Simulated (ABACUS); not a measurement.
V: single point with PBE

The system is V.

```
V
1.0
    -1.51435    1.51435    1.51435
     1.51435   -1.51435    1.51435
     1.51435    1.51435   -1.51435
V
1
Direct
  0.00000 0.00000 0.00000
```

```json
{
 "Program": "ABACUS 3.10.1",
 "Task": "single point",
 "Functional": "PBE",
 "Potentials or basis": "PseudoDojo NC SR 0.4.1 PBE standard",
 "Cutoff": "1361 eV",
 "Density cutoff": "5442 eV",
 "Basis": "DZP LCAO (the cutoffs set its grid)",
 "k mesh": "8 × 8 × 8",
 "Occupations": "fermi-dirac, width 0.05 eV",
 "Spin": "collinear spin, ferromagnetic start",
 "Starting moments": "[2.0] μB",
 "Radial cutoff of the potentials (pseudo_rcut)": "7 bohr",
 "Orbital files": "V V_confined-atom_7au_3s2p2d1f.orb",
 "SCF threshold on the density": "1e-07",
 "Max SCF steps": "100",
 "Eigensolver": "genelpa",
 "Mixing": "broyden",
 "Mixing share": "0.4",
 "Symmetry key": "1"
}
```

```yaml
Pressure: -5.5 GPa
Band_gap_on_the_k_mesh: none (metal or under the smearing width)
Net_moment: 0.00 μB per cell
Absolute_moment: 0.00 μB per cell
```

Levels at points of the mesh, in eV from the Fermi level:
Spin up:
| k point | band 4 | band 5 | band 6 | band 7 | band 8 | band 9 |
| --- | --- | --- | --- | --- | --- | --- |
| (0.00, 0.00, 0.00) | -37.10 | -6.56 | 0.42 | 0.42 | 0.42 | 2.39 |
| (0.50, 0.50, 0.00) | -37.11 | -3.09 | -1.08 | 1.50 | 2.35 | 2.70 |
| (0.50, 0.50, 0.50) | -37.67 | -2.88 | -2.88 | 3.60 | 3.60 | 3.60 |
Spin down:
```
           k point  band 3  band 4  band 5  band 6  band 7  band 8  band 9  band 10
(0.00, 0.00, 0.00)  -37.10  -37.10   -6.56    0.42    0.42    0.42    2.39     2.39
(0.50, 0.50, 0.00)  -37.36  -37.11   -3.09   -1.08    1.50    2.35    2.70     3.98
(0.50, 0.50, 0.50)  -37.67  -37.67   -2.88   -2.88    3.60    3.60    3.60     9.89
```

Wall time 6.5 s on 4 MPI ranks on Intel(R) Xeon(R) 6975P-C (Granite Rapids), with other jobs on the host, peak memory 0.4 GiB a rank.

Caveat: the k mesh is coarse (spacing up to 0.37 Å⁻¹), so the values aren't converged; the atomic orbitals were generated for these runs and aren't a published set; the basis of atomic orbitals isn't converged, which shifts pressures, moduli and gaps.
